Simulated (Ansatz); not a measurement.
# MgF2: the cost of one run

Computed with Ansatz 0.2.0 (DFT LDA, scalar-relativistic, unless a step's input says otherwise).

## 1. The system as given

Symmetry: P4_2/mnm, No. 136, tetragonal system. Conventional cell: a = 4.621 Å, b = 4.621 Å, c = 3.016 Å, α = 90.00°, β = 90.00°, γ = 90.00°. Around Mg (site symmetry mmm) lie 6 F at 1.98 Å. F (site symmetry m2m) has 3 Mg at 1.98 Å as nearest neighbours.

Coordinates:

```
CELL_PARAMETERS angstrom
4.62130 0.00000 0.00000
0.00000 4.62130 0.00000
0.00000 0.00000 3.01590
ATOMIC_POSITIONS crystal
Mg 0.00000 0.00000 0.00000
Mg 0.50000 0.50000 0.50000
F 0.30280 0.30280 0.00000
F 0.19720 0.80280 0.50000
F 0.69720 0.69720 0.00000
F 0.80280 0.19720 0.50000
```

The structure is an experimental refinement, used without relaxation.

Atoms are numbered in the order of the input: Mg1, Mg2, F3, F4, F5, F6.

## 2. Volume × 0.94, LAPW

Input file input.yaml:

```yaml
crystal:
  lattice:
    - [4.5269612842, 0.0, 0.0]
    - [0.0, 4.5269612842, 0.0]
    - [0.0, 0.0, 2.9543337453]
  atoms:
    - { symbol: Mg, position: [0.0, 0.0, 0.0] }
    - { symbol: Mg, position: [0.5, 0.5, 0.5] }
    - { symbol: F, position: [0.3028, 0.3028, 0.0] }
    - { symbol: F, position: [0.1972, 0.8028, 0.5] }
    - { symbol: F, position: [0.6972, 0.6972, 0.0] }
    - { symbol: F, position: [0.8028, 0.1972, 0.5] }
kpoints:
  mp_grid: { grid: [5, 5, 7] }
  band_path:
    path:
      - [0.0, 0.0, 0.0]
      - [0.0, 0.5, 0.0]
      - [0.5, 0.5, 0.0]
      - [0.0, 0.0, 0.0]
      - [0.0, 0.0, 0.5]
      - [0.0, 0.5, 0.5]
      - [0.5, 0.5, 0.5]
      - [0.0, 0.0, 0.5]
      - [0.0, 0.5, 0.0]
    npoints: 5
scf:
  occupations: { method: fermi_dirac, width: 0.02 }
hamiltonian:
  xc: lda
  pseudopotentials: { kind: all_electron, lapw: { basis_error: 0.001 } }
output:
  forces: true
  stress: true
  eigenvalues: true
```

Started as:

```sh
> ansatz run input.yaml --threads 2 --pin off --max-ram 8192MiB --backend cpu --events-out ev --progress --plain --runs-dir out
```

**Question.** How long does this run take on 2 threads of Arm Neoverse V2, shared host, and how much memory does it need?

About 18 s, with a peak of 0.4 GiB.
